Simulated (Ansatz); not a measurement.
Runs of Ansatz 0.2.0 on PbSe (Clausthalite). Symmetry: Fm-3m, No. 225, cubic system. The conventional cell has a = 6.121 Å, b = 6.121 Å, c = 6.121 Å, α = 90.00°, β = 90.00°, γ = 90.00°. Pb (site symmetry m-3m) is surrounded by 6 Se at 3.06 Å. Se (site symmetry m-3m) is surrounded by 6 Pb at 3.06 Å. 

```tsv
task	level	cell	k mesh	atoms under strain	points for each segment of the path	mesh quality	gap on the mesh (eV)	pressure (GPa)	relaxed volume (Å³/atom)
elastic constants	LDA	as given	6 × 6 × 6	relaxed	-	not flagged	(a)	-2.2	-
relaxation of cell and atoms	B3LYP	relaxed	4 × 4 × 4	-	-	coarse	(b)	0.0	31.16
relaxation of cell and atoms	HSEsol	relaxed	4 × 4 × 4	-	-	coarse	0.57	0.0	28.35
band structure	HSE03	as given	4 × 4 × 4	-	4	coarse	0.57	1.4	-
band structure	HSE06	as given	4 × 4 × 4	-	4	coarse	(c)	1.3	-
```

Alike in all rows: potentials or basis Ansatz PAW; no spin polarisation; cutoff (eV) 420; smearing fermi-dirac 0.05 eV.

Question: Fill in the values left out.

Answer: (a) 0.19; (b) 1.47; (c) 0.69.

Caveats: some runs use coarse meshes; spin-orbit coupling is left out, which as a rule narrows the gap of such compounds by several tenths of an eV; the PAW data sets come from PBE, with cores solved anew for the run's functional, which leaves a small shift of forces and pressure; the plane-wave basis is chosen anew once the cell has moved, so the energies of steps on either side of that aren't comparable (some runs); the thresholds are loose for stress (some runs).

A k mesh can miss the band edges, and the runs leave out spin-orbit coupling on Pb, Se.

Runs at the PBE level aren't shown here.
